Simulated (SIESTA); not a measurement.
TaN:

```xyz
6
Lattice="5.1910 0.0000 0.0000 -2.5955 4.4955 0.0000 0.0000 0.0000 2.9080" Properties=species:S:1:pos:R:3 pbc="T T T"
Ta    2.5955    1.4985    1.4540
Ta    0.0000    2.9970    1.4540
Ta    0.0000    0.0000    0.0000
N    -1.2977    2.2478    0.0000
N     1.2977    2.2478    0.0000
N     2.5955    0.0000    0.0000
```

| Item | Value |
| --- | --- |
| Program | SIESTA 5.4.2 |
| Task | single point |
| Functional | PBE |
| Potentials or basis | PseudoDojo 0.4 standard (PBE files) |
| Basis | DZP (energy shift 0.003 Ry; two zetas on semicore shells) |
| Grid cutoff | 800 Ry |
| Energy shift | 0.003 Ry |
| k mesh | 6 × 6 × 9 |
| Occupations | fermi-dirac, width 0.05 eV |
| Spin | no spin polarisation |

On this cell: pressure 16.2 GPa; largest force under 0.003 eV/Å; band gap on the k mesh none (metal or under the smearing width).

The same run follows on a disturbed copy (atoms moved at random, drawn with an rms of 0.05 Å):

```
Ta N
1.0
     5.19100    0.00000    0.00000
    -2.59550    4.49554    0.00000
     0.00000    0.00000    2.90800
Ta N
3 3
Direct
  0.66406 0.33365 0.50720
  0.32828 0.66369 0.50070
  0.00293 0.99694 0.99074
  0.99717 0.49928 0.01932
  0.50777 0.51204 0.00589
  0.49870 0.99620 0.00418
```

Problem. What changes?

Solution. The energy (extrapolated to zero smearing) moves by +6.5 meV/atom; pressure 16.4 GPa; largest force 0.979 eV/Å; band gap on the k mesh none (metal or under the smearing width).

Forces on the atoms (eV/Å):
```
Ta  -0.042 -0.344  0.199
Ta   0.184  0.208  0.618
Ta  -0.243 -0.288  0.397
N   -0.020 -0.117 -0.972
N    0.523 -0.036 -0.165
N   -0.400  0.578 -0.073
```

Stress tensor (GPa, compression positive):
```
15.49  0.18 -0.04
 0.18 14.41  0.11
-0.04  0.11 19.41
```

Caveats: short orbitals over semicore shells can move pressures by several GPa; the basis of atomic orbitals isn't converged, which shifts pressures, moduli and gaps; so large a pressure means that the cell lies far from this level's equilibrium, or that cutoff or potentials fall short (some runs).
